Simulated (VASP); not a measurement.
A run of VASP 6.6.1 is set up as follows.

File INCAR:

```
ALGO = Fast
EDIFF = 1E-6
ENCUT = 520
GGA = PS
ISIF = 2
ISMEAR = 1
LASPH = True
LCHARG = True
LELF = True
LREAL = False
LVHAR = True
LWAVE = False
NBANDS = 12
NELM = 100
PREC = Accurate
SIGMA = 0.1
```

File KPOINTS:

```
Automatic mesh
0
Gamma
  8 8 8
  0.5 0.5 0.5
```

POSCAR

```
Ti
1.0
   -1.6410000000      1.6410000000      1.6410000000
    1.6410000000     -1.6410000000      1.6410000000
    1.6410000000      1.6410000000     -1.6410000000
Ti
1
Direct
    0.0000000000      0.0000000000      0.0000000000
```

Potentials or basis: VASP PAW PBE potentials, release 64 (Ti_sv).

Launch:

```console
$ cat potpaw_PBE.64/Ti_sv/POTCAR > POTCAR
$ mpirun -np 1 vasp_std > vasp.out
```

Task: Estimate the band gap on the k mesh.

Result: None (metal or under the smearing width).

Task: Estimate the pressure.

Result: -7.0 GPa.

Caveat: the PAW data sets were made with another functional, which shifts forces and pressure a little.
